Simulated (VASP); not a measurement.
A run of VASP 6.6.1:

The input INCAR:

```
PREC     = Accurate       # precision mode
ENCUT    = 520            # plane-wave cutoff, eV
EDIFF    = 1E-7           # SCF threshold, eV
ISMEAR   = 0              # smearing method
SIGMA    = 0.05           # smearing width, eV
LREAL    = F              # projectors in reciprocal space
LASPH    = T              # aspherical terms in the spheres
NELM     = 100            # most SCF steps
ALGO     = Normal         # electronic algorithm
ISIF     = 2              # what is computed and relaxed
LWAVE    = F              # write WAVECAR
LCHARG   = F              # write CHGCAR
GGA      = PS             # functional
NBANDS   = 15             # bands
```

The input KPOINTS:

```
Automatic mesh
0
Gamma
  8 8 8
```

Contents of POSCAR:

```
SrO
1.0
    0.0000000000      2.5698000000      2.5698000000
    2.5698000000      0.0000000000      2.5698000000
    2.5698000000      2.5698000000      0.0000000000
Sr O
1 1
Direct
   -0.0608023971     -0.0608023971      0.0608023971
    0.5000000000      0.5000000000      0.5000000000
```

Potentials or basis: VASP PAW PBE potentials, release 64 (Sr_sv, O).

Launch:

```sh
$ cat potpaw_PBE.64/Sr_sv/POTCAR potpaw_PBE.64/O/POTCAR > POTCAR
$ mpirun -np 1 vasp_std > vasp.out
```

Hardware: 1 thread of Intel(R) Xeon(R) Platinum 8259CL CPU @ 2.50GHz (Skylake/Cascade Lake) (shared host).

Estimate the wall time of this run.

It took 35 s on 1 thread of Intel(R) Xeon(R) Platinum 8259CL CPU @ 2.50GHz (Skylake/Cascade Lake) (shared host), peak memory 0.18 GiB. Counts: scf iterations 15, k points 59.
